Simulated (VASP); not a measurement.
# P (R-3m) in VASP: a series of runs, part 2 of 2

VASP 6.6.1.

## Step 3: Relaxation of cell and atoms, PBEsol+D3(BJ), target pressure 7.4 GPa, at which the enthalpy is minimised

This run uses another cell than the first one, of 13.10 Å³/atom, 0.812 times its volume.

Contents of INCAR:

```
  ALGO = Normal
  EDIFF = 1E-7
  EDIFFG = -0.002
  ENCUT = 350
  GGA = PS
  IBRION = 2
  ISIF = 3
  ISMEAR = 0
  IVDW = 12
  LASPH = True
  LCHARG = False
  LREAL = False
  LWAVE = False
  NELM = 60
  NSW = 80
  PREC = Accurate
  PSTRESS = 74.0
  SIGMA = 0.02
```

Contents of KPOINTS:

```
k-points
0
Gamma
  12 12 12
```

Contents of POSCAR:

```
P                                       
1.0
    1.6688839591      0.9635306059      2.7165092409
   -1.6688839591      0.9635306059      2.7165092409
   -0.0000000000     -1.9270612005      2.7165092404
  P             
     2
Direct
     0.2440124648350624    0.2440124648350624    0.2440124648324072
     0.7559875351649377    0.7559875351649377    0.7559875351675930
```

Potentials or basis: VASP PAW PBE potentials, release 64 (P).

Run with:

```sh
$ cat potpaw_PBE.64/P/POTCAR > POTCAR
$ mpirun -np 1 vasp_std > vasp.out
```

OUTCAR:

```text
EDIFF = 1E-7
   EDIFFG = -0.002
   ENCUT = 350
   GGA = PS
   IBRION = 2
   ISIF = 3
   ISMEAR = 0
   IVDW = 12
   LASPH = True
   LREAL = False
   NELM = 60
   NSW = 80
   PREC = Accurate
   PSTRESS = 74.0
 IVDW          = 12

 ion  position               nearest neighbor table
   1  0.244  0.244  0.244-   2 2.30   2 2.30   2 2.30   2 2.42   2 2.42   2 2.42
   2  0.756  0.756  0.756-   1 2.30   1 2.30   1 2.30   1 2.42   1 2.42   1 2.42

  LATTYP: Found a trigonal (rhomboedric) cell.
 ALAT       =     3.3306136602
 COS(alpha) =     0.4978496630

  Lattice vectors:

 A1 = (   1.6688839591,   0.9635306059,   2.7165092409)
 A2 = (  -1.6688839591,   0.9635306059,   2.7165092409)
 A3 = (   0.0000000000,  -1.9270612005,   2.7165092404)

Analysis of symmetry for initial positions (statically):
=====================================================================
 Subroutine PRICEL returns:
 Original cell was already a primitive cell.

 Routine SETGRP: Setting up the symmetry group for a
 trigonal (rhombohedral) supercell.

 Subroutine GETGRP returns: Found 12 space group operations
 (whereof 12 operations were pure point group operations)
 out of a pool of 12 trial point group operations.

The static configuration has the point symmetry D_3d.

[... 152 lines left out ...]

 number of electron      10.0000002 magnetization

 Free energy of the ion-electron system (eV)
  ---------------------------------------------------
  ext. energy  EPLUGINS =         0.00000000
  ---------------------------------------------------
  free energy    TOTEN  =       -11.46293545 eV

  energy without entropy =      -11.46282467  energy(sigma->0) =      -11.46288006

------------------------ aborting loop because EDIFF is reached ----------------------------------------

 Edisp (eV)   -0.86637

 E8    (eV) :    -0.5142
[... 243 lines left out ...]
--------------------------------------- Ionic step        7  -------------------------------------------

 number of electron      10.0000002 magnetization

 Free energy of the ion-electron system (eV)
  ---------------------------------------------------
  ext. energy  EPLUGINS =         0.00000000
  ---------------------------------------------------
  free energy    TOTEN  =       -11.46180731 eV

  energy without entropy =      -11.46169734  energy(sigma->0) =      -11.46175233

 E-fermi :  11.2606     XC(G=0): -11.8361

 val. band max:       11.2591184366   @ k =   0.3333   0.3333   0.3333
 cond. band min:      11.2612387571   @ k =   0.5000   0.0833   0.0000
 fundamental gap:      0.0021203205
 Fermi energy:        11.2605557867

 k-point     1 :       0.0000    0.0000    0.0000
  band No.  band energies     occupation
      1      -6.4856      2.00000
      2       8.8198      2.00000
      3       8.8198      2.00000
      4       8.9768      2.00000
      5      10.8381      2.00000
      6      15.1354      0.00000
      7      15.3005      0.00000
      8      15.3005      0.00000
      9      16.8920      0.00000
[... 265 lines left out ...]
 k-point    24 :      -0.4167    0.1667   -0.0000
  band No.  band energies     occupation
      1      -1.9886      2.00000
      2      -1.0080      2.00000
      3       5.6247      2.00000
      4       7.8328      2.00000
      5       9.3517      2.00000
      6      12.1097      0.00000
      7      14.9375      0.00000
      8      16.5078      0.00000
      9      20.1345      0.00000

 [... further k-points ...]

------------------------ aborting loop because EDIFF is reached ----------------------------------------

 Edisp (eV)   -0.86685

 E8    (eV) :    -0.5145
[... 29 lines left out ...]
  energy  without entropy=      -12.3285512997  energy(sigma->0) =      -12.32860628

  enthalpy is  TOTEN    =       -11.1187844919 eV   P V=        1.2098767706

 reached required accuracy - stopping structural energy minimisation
```

CONTCAR:

```text
P
   1.00000000000000
     1.6686934372336062    0.9634206081517238    2.7156654231283435
    -1.6686934372336062    0.9634206081517238    2.7156654231283435
     0.0000000000000000   -1.9268412044665986    2.7156654224376213
  P
     2
Direct
     0.2440296866964269    0.2440296866964269    0.2440296866937758
     0.7559703133035731    0.7559703133035731    0.7559703133062241

  0.00000000E+00  0.00000000E+00  0.00000000E+00
  0.00000000E+00  0.00000000E+00  0.00000000E+00
```

It took 19 s on 1 thread of Intel Xeon 6975P-C (Granite Rapids), shared host; peak memory 0.14 GiB.

What came out:

| Property | Result |
| --- | --- |
| Free energy | -12.3287 eV |
| Relaxed volume | 13.10 Å³/atom |
| Relaxed cell | a = 3.330 Å, b = 3.330 Å, c = 3.330 Å, α = 60.15°, β = 60.15°, γ = 60.15° |
| Space group after relaxing (to 0.05 Å) | R-3m (No. 166) |
| Energy change on relaxing (the enthalpy is what falls) | +0.3 meV/atom |
| Ionic steps | 7 |
| Pressure after relaxing | 7.4 GPa |
| Band gap on the k mesh | none (metal or under the smearing width) |
| Dispersion energy per atom | -0.433 eV |

The path:
```csv
step,energy change (eV),largest force (eV/Å),pressure (GPa),volume (Å³)
1,0.0000,0.0015,7.31,26.21
2,0.0012,0.0032,7.49,26.18
3,0.0007,0.0025,7.41,26.19
4,0.0007,0.0024,7.41,26.19
5,0.0006,0.0023,7.40,26.20
6,0.0006,0.0024,7.40,26.20
7,0.0006,0.0015,7.40,26.20
```

Final structure:
```cif
data_structure
_symmetry_space_group_name_H-M 'P 1'
_symmetry_Int_Tables_number 1
_cell_length_a 3.3298
_cell_length_b 3.3298
_cell_length_c 3.3298
_cell_angle_alpha 60.151
_cell_angle_beta 60.151
_cell_angle_gamma 60.151
_cell_volume 26.20
loop_
_atom_site_label
_atom_site_type_symbol
_atom_site_fract_x
_atom_site_fract_y
_atom_site_fract_z
_atom_site_occupancy
P1 P 0.24403 0.24403 0.24403 1
P2 P 0.75597 0.75597 0.75597 1
```

Levels at points of the mesh, in eV from the Fermi level:
```tsv
k point	band 3	band 4	band 5	band 6	band 7	band 8
(0.00, 0.00, 0.00)	-2.44	-2.28	-0.42	3.87	4.04	4.04
(0.50, 0.00, 0.00)	-2.19	-1.91	-1.27	-1.09	1.62	1.83
(0.50, 0.50, 0.00)	-7.35	-5.95	-5.84	0.06	8.84	8.89
(0.50, 0.50, 0.50)	-2.02	-2.02	-1.34	-1.34	1.39	1.99
```

Caveat: the cell is relaxed towards a set pressure, so the enthalpy falls and the energy may rise; the PAW data sets were made with another functional, which shifts forces and pressure a little; pairwise dispersion overbinds metals, which lowers pressure and volume.

## Step 4: Vibrations by finite differences, PBEsol+D3(BJ)

This run uses another cell than the first one, of 13.10 Å³/atom, 0.811 times its volume.

Contents of INCAR:

```
ALGO = Normal ; EDIFF = 1E-8
ENCUT = 350 ; GGA = PS
IBRION = 6 ; ISIF = 2
ISMEAR = 0 ; IVDW = 12
LASPH = T ; LCHARG = F
LREAL = F ; LWAVE = F
NBANDS = 12 ; NELM = 60
NFREE = 2 ; NSW = 1
POTIM = 0.015 ; PREC = Accurate
SIGMA = 0.02
```

KPOINTS is that of step 3.

Contents of POSCAR:

```
P                                       
1.0
    1.6686934372      0.9634206082      2.7156654231
   -1.6686934372      0.9634206082      2.7156654231
    0.0000000000     -1.9268412045      2.7156654224
  P             
     2
Direct
     0.2440296866964269    0.2440296866964269    0.2440296866937758
     0.7559703133035731    0.7559703133035731    0.7559703133062241
```

Run with:

```sh
$ cat potpaw_PBE.64/P/POTCAR > POTCAR
$ mpirun -np 1 vasp_std > vasp.out
```

It took 78 s on 1 thread of Intel Xeon 6975P-C (Granite Rapids), shared host; peak memory 0.3 GiB.

The run converged. Its results:

* Highest phonon frequency at Γ: 247 cm⁻¹
* Dispersion energy per atom: -0.433 eV

Phonon frequencies in cm⁻¹ (negative: imaginary):
| q point | frequencies |
| --- | --- |
| (0.000, 0.000, 0.000) | 0 0 0 212 212 247 |

Caveat: the PAW data sets were made with another functional, which shifts forces and pressure a little; pairwise dispersion overbinds metals, which lowers pressure and volume.
